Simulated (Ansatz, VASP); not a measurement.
Two plane-wave programs on Ir

```
CELL_PARAMETERS angstrom
-1.57886 1.57886 1.57886
1.57886 -1.57886 1.57886
1.57886 1.57886 -1.57886
ATOMIC_POSITIONS crystal
Ir 0.00000 0.00000 0.00000
```

Alike in both runs: task single point; functional r2SCAN; k mesh 8 × 8 × 8; occupations gaussian, width 0.1 eV; no spin polarisation.

```csv
,VASP,Ansatz
version,VASP 6.6.1,Ansatz 0.2.0
potentials or method,"VASP PAW PBE potentials, release 64 (Ir)","scalar-relativistic, plane waves, PAW"
plane-wave cutoff (eV),520,500
valence electrons in the cell,9,17
```

Ansatz gave:

```
gap on the k mesh at the Fermi level (eV) : none
pressure (GPa)                            : -18.5
```

Q: What did VASP give for the same quantities?

A: gap on the k mesh at the Fermi level (eV): none; pressure (GPa): -16.9.

A gap of «none» marks a metal or a gap that the smearing closes. With one functional, cell and mesh, what is left measures potentials, basis and numerics. The two sets of potentials don't hold the same shells in valence.

Caveats: so large a pressure means that the cell lies far from this level's equilibrium, or that cutoff or potentials fall short (VASP); the potentials were made for another functional, which shifts forces and pressure (VASP). Spin-orbit coupling is left out, which matters for the levels of Ir.
